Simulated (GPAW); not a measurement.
Crystal: Zr.

```xyz
2
Lattice="3.2320 0.0000 0.0000 -1.6160 2.7990 0.0000 0.0000 0.0000 5.1470" Properties=species:S:1:pos:R:3 pbc="T T T"
Zr    1.6160    0.9330    3.8603
Zr    0.0000    1.8660    1.2868
```

- Program: GPAW 26.7.0
- Task: relaxation of cell and atoms
- Functional: PBEsol
- Dispersion: D3
- Potentials or basis: PAW data sets generated in the run's folder for this functional
- Cutoff: 600 eV
- Basis: pw
- k mesh: 8 × 8 × 5
- Occupations: fermi-dirac, width 0.05 eV
- Spin: no spin polarisation

At the start: pressure -6.3 GPa; volume 23.28 Å³/atom.

Task: Where does the relaxation end?

Result: Over 7 steps the energy falls by 32.2 meV/atom and the volume is 21.71 Å³/atom (-6.7 %); space group P6_3/mmc (No. 194, to 0.05 Å).

The path:
```
step  energy change (eV)  largest force (eV/Å)  pressure (GPa)  volume (Å³)
   1              0.0000                0.0000           -6.30        46.56
   2             -0.0305                0.0000           -4.64        45.66
   3             -0.0621                0.0000            0.23        43.36
   4             -0.0625                0.0000            0.06        43.43
   5             -0.0638                0.0000           -0.29        43.55
   6             -0.0643                0.0000           -0.25        43.51
   7             -0.0644                0.0000           -0.07        43.42
```

Final structure:
```cif
data_structure
_symmetry_space_group_name_H-M 'P 1'
_symmetry_Int_Tables_number 1
_cell_length_a 3.1366
_cell_length_b 3.1366
_cell_length_c 5.0962
_cell_angle_alpha 90.000
_cell_angle_beta 90.000
_cell_angle_gamma 120.000
_cell_volume 43.42
loop_
_atom_site_label
_atom_site_type_symbol
_atom_site_fract_x
_atom_site_fract_y
_atom_site_fract_z
_atom_site_occupancy
Zr1 Zr 0.66667 0.33333 0.75000 1
Zr2 Zr 0.33333 0.66667 0.25000 1
```

Caveat: later steps reuse the first step's grids; pairwise dispersion overbinds metals, which lowers pressure and volume.
